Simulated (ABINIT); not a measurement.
# BP (F-43m): from the cell to the phonon bands

How does BP (F-43m) vibrate, and is this structure a minimum?

Main program and level: ABINIT 10.8.3; DFT PBE, scalar-relativistic, plane waves, SPMS norm-conserving pseudopotentials.

Experimental background.

“Thermal expansion coefficients of high thermal conducting BAs and BP materials” (2019, arxiv:1906.04101) reports for BP, zinc blende, by single-crystal XRD (Mo K-alpha) (metal-flux-grown single crystal, 100 K): lattice constant a (cubic a at 100 K) 4.5383 ± 0.0008 Å.

“Boron phosphide under pressure: in situ study by Raman scattering and X-ray diffraction” (2015, arxiv:1505.05714) reports for BP, zinc blende, by Raman scattering, 514.5 nm, backscattering (synthetic BP; powder or crystal not specified, 300 K): Raman mode (TO at Gamma (T2), ambient spectrum) 794 cm⁻¹ [very weak band; the pressure fit in the same paper quotes about 797 cm-1].

## 1. The starting structure

Symmetry: F-43m, No. 216, cubic system. The conventional cell has a = 4.538 Å, b = 4.538 Å, c = 4.538 Å, α = 90.00°, β = 90.00°, γ = 90.00°. Nearest to B lie 4 P at 1.97 Å. Nearest to P lie 4 B at 1.97 Å. Farther neighbours are not listed.

Structure file:

```cif
data_structure
_symmetry_space_group_name_H-M 'F-43m'
_symmetry_Int_Tables_number 216
_cell_length_a 4.5380
_cell_length_b 4.5380
_cell_length_c 4.5380
_cell_angle_alpha 90.000
_cell_angle_beta 90.000
_cell_angle_gamma 90.000
_cell_volume 93.45
loop_
_atom_site_label
_atom_site_type_symbol
_atom_site_symmetry_multiplicity
_atom_site_Wyckoff_symbol
_atom_site_fract_x
_atom_site_fract_y
_atom_site_fract_z
_atom_site_occupancy
B1 B 4 a 0.00000 0.00000 0.00000 1
P1 P 4 d 0.25000 0.25000 0.75000 1
```

## 2. A probe with smearing

A first run with smearing and empty bands tells whether the crystal has a gap, which decides between fixed occupations and smearing later on.

Input file probe.abi:

```
# ground state
tolvrs 1.0d-08
prtden 1
prtwf 1

# basis, mesh and filling
ecut 30.0
ngkpt 6 6 6
nshiftk 1
shiftk 0.0 0.0 0.0
istwfk *1
occopt 7
tsmear 0.005
nband 9
nstep 100
diemac 9.0
prtebands 0
prtgsr 0
useylm 1

# cell and atoms
acell 3*1.0 Angstrom
rprim 
    0.0 2.269 2.269
    2.269 0.0 2.269
    2.269 2.269 0.0
ntypat 2
znucl 5 15
natom 2
typat 1 2
xred 
    0.0 0.0 0.0
    0.25 0.25 0.25
pp_dirpath "./pseudo"
pseudos "B.psp8, P.psp8"
```

On the command line:

```
$ OMP_NUM_THREADS=1 mpirun -n 2 abinit probe.abi > probe.log
```

Numbers of over 12 decimals in the logs are rounded to 6 here.

probe.abo, the main output file:

```text
[banners, grids, parts of the stress and lines that vanish by symmetry left out]
- input  file    -> probe.abi
- output file    -> probe.abo
- root for input  files -> probei
[...]
Symmetries : space group F-4 3 m (#216); Bravais cF (face-center cubic)
[...]
mpw =        1258          nfft =       27000          nkpt =          16
[...]
== DATASET  1 ==================================================================
[...]
cutoff_energies: {ecut:  30.0, pawecutdg:  -1.0, }
[...]
Exchange-correlation functional for the present dataset will be:
  GGA: Perdew-Burke-Ernzerhof functional - ixc=11
[...]
ETOT  1  -9.852853    -9.853E+00 5.567E-02 7.451E+01
 ETOT  2  -9.875946    -2.309E-02 2.282E-03 1.877E+01
 ETOT  3  -9.881534    -5.588E-03 3.791E-03 1.031E-01
 ETOT  4  -9.881562    -2.738E-05 7.419E-04 1.197E-03
 ETOT  5  -9.881562    -1.131E-07 5.289E-04 3.330E-05
 ETOT  6  -9.881562    -3.080E-09 2.754E-04 2.722E-07
 ETOT  7  -9.881562    -3.123E-11 1.758E-04 4.827E-09
 At SCF step    7       vres2   =  4.83E-09 < tolvrs=  1.00E-08 =>converged.
[...]
sigma(1 1)= -3.22887667E-05  sigma(3 2)=  0.00000000E+00
  sigma(2 2)= -3.22887667E-05  sigma(3 1)=  0.00000000E+00
  sigma(3 3)= -3.22887667E-05  sigma(2 1)=  0.00000000E+00
[...]
convergence: {deltae: -3.123E-11, res2:  4.827E-09, residm:  1.758E-04, diffor: null, }
etotal    :  -9.88156165E+00
[...]
sigma(1 1)= -3.22887667E-05  sigma(3 2)=  0.00000000E+00
  sigma(2 2)= -3.22887667E-05  sigma(3 1)=  0.00000000E+00
  sigma(3 3)= -3.22887667E-05  sigma(2 1)=  0.00000000E+00
[...]
- sigma(1 1)= -9.49968315E-01  sigma(3 2)=  0.00000000E+00
- sigma(2 2)= -9.49968315E-01  sigma(3 1)=  0.00000000E+00
- sigma(3 3)= -9.49968315E-01  sigma(2 1)=  0.00000000E+00
[...]
fcart     -1.9624373184E-30 -1.9624373184E-30  5.8873119553E-30
           strten     -3.2288766747E-05 -3.2288766747E-05 -3.2288766747E-05
================================================================================

[key lines of the parts left out:]
pressure_GPa:   9.4997E-01
```

Run time: 3.1 s. Hardware: 2 MPI ranks of Intel Xeon at 2.70GHz, shared host; 5.7 s of CPU time.

This step gave:

```yaml
volume_per_atom: 11.68 Å³
pressure: 0.9500 GPa
gap_on_the_k_mesh: 1.343 eV
```

A gap of 1.3 eV opens on this mesh, so the crystal is taken as an insulator; the printed pressure holds the stress of the finite basis too.

## 3. Relaxing the cell and atoms

The harmonic expansion needs vanishing forces, and a free crystal bears no stress, so cell and atoms are brought to rest. Stress is more sensitive to the basis than forces are: the last 3 Ha under the cutoff are smoothed with ecutsm, and the cutoff is raised above that of the later runs.

Input file relax.abi:

```
# relaxation
ionmov 2
optcell 2
dilatmx 1.08
ntime 40
tolmxf 1.0d-05
tolvrs 1.0d-14
prtwf 0
prtden 0
chksymtnons 0

# basis, mesh and filling
ecut 38.0
ecutsm 3.0
ngkpt 8 8 8
nshiftk 1
shiftk 0.0 0.0 0.0
istwfk *1
occopt 1
nband 4
nstep 100
diemac 9.0
prtebands 0
prtgsr 0
useylm 1

# cell and atoms
acell 3*1.0 Angstrom
rprim 
    0.0 2.269 2.269
    2.269 0.0 2.269
    2.269 2.269 0.0
ntypat 2
znucl 5 15
natom 2
typat 1 2
xred 
    0.0 0.0 0.0
    0.25 0.25 0.25
pp_dirpath "./pseudo"
pseudos "B.psp8, P.psp8"
```

On the command line:

```
$ OMP_NUM_THREADS=1 mpirun -n 2 abinit relax.abi > relax.log
```

relax.abo, the main output file:

```text
[banners, grids, parts of the stress and lines that vanish by symmetry left out]
- input  file    -> relax.abi
- output file    -> relax.abo
- root for input  files -> relaxi
[...]
Symmetries : space group F-4 3 m (#216); Bravais cF (face-center cubic)
[...]
mpw =        2252          nfft =       64000          nkpt =          29
[...]
== DATASET  1 ==================================================================
[...]
cutoff_energies: {ecut:  38.0, pawecutdg:  -1.0, }
[...]
Exchange-correlation functional for the present dataset will be:
  GGA: Perdew-Burke-Ernzerhof functional - ixc=11
[...]
ETOT  1  -9.843714    -9.844E+00 1.878E-01 1.381E+02
 ETOT  2  -9.880000    -3.629E-02 3.743E-04 1.756E+01
 ETOT  3  -9.882100    -2.100E-03 2.501E-04 6.609E-01
 ETOT  4  -9.882179    -7.865E-05 3.532E-06 2.209E-03
 ETOT  5  -9.882179    -3.235E-07 1.834E-07 8.557E-05
[...]
At SCF step   11       vres2   =  9.99E-15 < tolvrs=  1.00E-14 =>converged.
[...]
sigma(1 1)= -3.20289946E-05  sigma(3 2)=  0.00000000E+00
  sigma(2 2)= -3.20289946E-05  sigma(3 1)=  0.00000000E+00
  sigma(3 3)= -3.20289946E-05  sigma(2 1)=  0.00000000E+00
[...]
convergence: {deltae: -1.226E-13, res2:  9.994E-15, residm:  2.066E-15, diffor: null, }
etotal    :  -9.88217946E+00
[...]
ETOT  1  -9.882187    -9.882E+00 5.343E-09 3.359E-02
[...]
At SCF step    9       vres2   =  8.46E-15 < tolvrs=  1.00E-14 =>converged.
[...]
sigma(1 1)= -1.59805729E-05  sigma(3 2)=  0.00000000E+00
  sigma(2 2)= -1.59805729E-05  sigma(3 1)=  0.00000000E+00
  sigma(3 3)= -1.59805729E-05  sigma(2 1)=  0.00000000E+00
[...]
convergence: {deltae: -1.172E-13, res2:  8.463E-15, residm:  2.335E-16, diffor: null, }
etotal    :  -9.88219037E+00
[...]
ETOT  1  -9.882191    -9.882E+00 5.367E-09 3.359E-02
[...]
ETOT  9  -9.882194    -1.723E-13 1.100E-16 1.658E-14
 ETOT 10  -9.882194     2.629E-13 5.347E-18 1.629E-15
 At SCF step   10       vres2   =  1.63E-15 < tolvrs=  1.00E-14 =>converged.
[...]
sigma(1 1)= -9.72652051E-08  sigma(3 2)=  0.00000000E+00
  sigma(2 2)= -9.72652051E-08  sigma(3 1)=  0.00000000E+00
  sigma(3 3)= -9.72652051E-08  sigma(2 1)=  0.00000000E+00
[...]
convergence: {deltae:  2.629E-13, res2:  1.629E-15, residm:  5.347E-18, diffor: null, }
etotal    :  -9.88219403E+00
[...]
At Broyd/MD step   3, gradients are converged :
[...]
sigma(1 1)= -9.72652051E-08  sigma(3 2)=  0.00000000E+00
  sigma(2 2)= -9.72652051E-08  sigma(3 1)=  0.00000000E+00
  sigma(3 3)= -9.72652051E-08  sigma(2 1)=  0.00000000E+00
[...]
- sigma(1 1)= -2.86164113E-03  sigma(3 2)=  0.00000000E+00
- sigma(2 2)= -2.86164113E-03  sigma(3 1)=  0.00000000E+00
- sigma(3 3)= -2.86164113E-03  sigma(2 1)=  0.00000000E+00
[...]
fcart      1.2241689985E-31  1.2241689985E-31 -3.6725069954E-31
           strten     -9.7265205098E-08 -9.7265205098E-08 -9.7265205099E-08
================================================================================

[key lines of the parts left out:]
pressure_GPa:   2.8616E-03
Total energy (etotal) [Ha]= -9.88219403270855E+00
```

It took 17 s on 2 MPI ranks; 33 s of CPU time.

The steps of the relaxation:

| step | energy less that of the first step (eV) | largest force (eV/Å) | volume (Å³) |
| --- | --- | --- | --- |
| 1 | 0.0000 | 0.0000 | 23.36 |
| 2 | -0.0003 | 0.0000 | 23.43 |
| 3 | -0.0004 | 0.0000 | 23.50 |

| conventional cell, symmetrised | before | after | change |
| --- | --- | --- | --- |
| a (Å) | 4.538 | 4.547 | +0.2 % |
| b (Å) | 4.538 | 4.547 | +0.2 % |
| c (Å) | 4.538 | 4.547 | +0.2 % |
| volume (Å³/atom) | 11.68 | 11.75 | +0.6 % |

Final coordinates:

```xyz
2
Lattice="0.0000 2.2734 2.2734 2.2734 0.0000 2.2734 2.2734 2.2734 0.0000" Properties=species:S:1:pos:R:3 pbc="T T T"
B     0.0000    0.0000    0.0000
P     1.1367    1.1367    1.1367
```

This step gave:

```yaml
volume_per_atom: 11.75 Å³
pressure: 0.002862 GPa
```

The volume changes by +0.6 % in this run and stands +0.6 % from the first cell.

## 4. Self-consistent run for the response

First-order wavefunctions inherit every error of the ground state, hence the very tight tolvrs.

Input file gs.abi:

```
# ground state
tolvrs 1.0d-16
prtden 1
prtwf 1

# basis, mesh and filling
ecut 30.0
ngkpt 8 8 8
nshiftk 1
shiftk 0.0 0.0 0.0
istwfk *1
occopt 1
nband 4
nstep 100
diemac 9.0
prtebands 0
prtgsr 0
useylm 1

# cell and atoms
acell 3*1.0 Angstrom
rprim 
    0.0 2.273363749 2.273363749
    2.273363749 0.0 2.273363749
    2.273363749 2.273363749 0.0
ntypat 2
znucl 5 15
natom 2
typat 1 2
xred 
    0.0 0.0 0.0
    0.25 0.25 0.25
pp_dirpath "./pseudo"
pseudos "B.psp8, P.psp8"
```

On the command line:

```
$ OMP_NUM_THREADS=1 mpirun -n 2 abinit gs.abi > gs.log
```

gs.abo, the main output file:

```text
[banners, grids, parts of the stress and lines that vanish by symmetry left out]
- input  file    -> gs.abi
- output file    -> gs.abo
- root for input  files -> gsi
[...]
Symmetries : space group F-4 3 m (#216); Bravais cF (face-center cubic)
[...]
mpw =        1265          nfft =       27000          nkpt =          29
[...]
== DATASET  1 ==================================================================
[...]
cutoff_energies: {ecut:  30.0, pawecutdg:  -1.0, }
[...]
Exchange-correlation functional for the present dataset will be:
  GGA: Perdew-Burke-Ernzerhof functional - ixc=11
[...]
ETOT  1  -9.849180    -9.849E+00 1.460E-01 5.757E+01
 ETOT  2  -9.880042    -3.086E-02 9.909E-04 6.989E+00
 ETOT  3  -9.882050    -2.008E-03 1.342E-04 2.950E-01
 ETOT  4  -9.882132    -8.235E-05 3.320E-06 1.320E-03
 ETOT  5  -9.882133    -3.625E-07 2.409E-07 6.619E-05
[...]
ETOT 11  -9.882133    -1.066E-13 1.421E-16 4.194E-15
 ETOT 12  -9.882133     1.421E-14 3.906E-18 7.991E-17
 At SCF step   12       vres2   =  7.99E-17 < tolvrs=  1.00E-16 =>converged.
[...]
sigma(1 1)=  3.40156205E-06  sigma(3 2)=  0.00000000E+00
  sigma(2 2)=  3.40156205E-06  sigma(3 1)=  0.00000000E+00
  sigma(3 3)=  3.40156205E-06  sigma(2 1)=  0.00000000E+00
[...]
convergence: {deltae:  1.421E-14, res2:  7.991E-17, residm:  3.906E-18, diffor: null, }
etotal    :  -9.88213260E+00
[...]
sigma(1 1)=  3.40156205E-06  sigma(3 2)=  0.00000000E+00
  sigma(2 2)=  3.40156205E-06  sigma(3 1)=  0.00000000E+00
  sigma(3 3)=  3.40156205E-06  sigma(2 1)=  0.00000000E+00
[...]
- sigma(1 1)=  1.00077411E-01  sigma(3 2)=  0.00000000E+00
- sigma(2 2)=  1.00077411E-01  sigma(3 1)=  0.00000000E+00
- sigma(3 3)=  1.00077411E-01  sigma(2 1)=  0.00000000E+00
[...]
fcart     -2.4483379956E-31 -2.4483379956E-31  7.3450139867E-31
           strten      3.4015620542E-06  3.4015620542E-06  3.4015620542E-06
================================================================================

[key lines of the parts left out:]
pressure_GPa:  -1.0008E-01
```

Elapsed: 3.7 s, on 2 MPI ranks; 6.9 s of CPU time.

Numbers from this step:

```yaml
pressure: -0.1001 GPa
```

The cell stands at -0.10 GPa: the relaxation ran with a smoothed and higher cutoff, and the difference is a stress of the finite basis.

## 5. The gap at rest

Empty bands on the ground state's density check that the gap assumed so far is there in this cell.

Input file gap.abi:

```
# empty bands on the ground state's density
iscf -2
getden_filepath "gso_DEN"
tolwfr 1.0d-12
nbdbuf 2
prtwf 0

# basis, mesh and filling
ecut 30.0
ngkpt 8 8 8
nshiftk 1
shiftk 0.0 0.0 0.0
istwfk *1
occopt 1
nband 8
nstep 100
diemac 9.0
prtebands 0
prtgsr 0
useylm 1

# cell and atoms
acell 3*1.0 Angstrom
rprim 
    0.0 2.273363749 2.273363749
    2.273363749 0.0 2.273363749
    2.273363749 2.273363749 0.0
ntypat 2
znucl 5 15
natom 2
typat 1 2
xred 
    0.0 0.0 0.0
    0.25 0.25 0.25
pp_dirpath "./pseudo"
pseudos "B.psp8, P.psp8"
```

On the command line:

```
$ OMP_NUM_THREADS=1 mpirun -n 2 abinit gap.abi > gap.log
```

gap.abo, the main output file:

```text
[banners, grids, parts of the stress and lines that vanish by symmetry left out]
- input  file    -> gap.abi
- output file    -> gap.abo
- root for input  files -> gapi
[...]
Symmetries : space group F-4 3 m (#216); Bravais cF (face-center cubic)
[...]
mpw =        1265          nfft =       27000          nkpt =          29
[...]
== DATASET  1 ==================================================================
[...]
cutoff_energies: {ecut:  30.0, pawecutdg:  -1.0, }
[...]
Exchange-correlation functional for the present dataset will be:
  GGA: Perdew-Burke-Ernzerhof functional - ixc=11
[...]
-outvars: echo values of variables after computation
            acell      1.8897261259E+00  1.8897261259E+00  1.8897261259E+00 Bohr
================================================================================
```

The job ended after 3.5 s (2 MPI ranks; 6.6 s of CPU time).

Numbers from this step:

* gap on the k-mesh: 1.287 eV

In this cell the gap on the mesh is 1.3 eV, indirect (smallest direct 3.4 eV), so fixed occupations hold.

(Part 1 of 3 ends here.)

[Host names and launcher messages were left out of these logs when they were recorded.]

[Logs are printed without paths, hosts, clocks, repeated set-up lines and the standing remarks that a program may print on its own settings, such as how far it seeks lower states.]

[Hosts, paths, dates, database ids (printed as entryN), source tags and the programs' standing remarks are cut or masked in the printed files.]
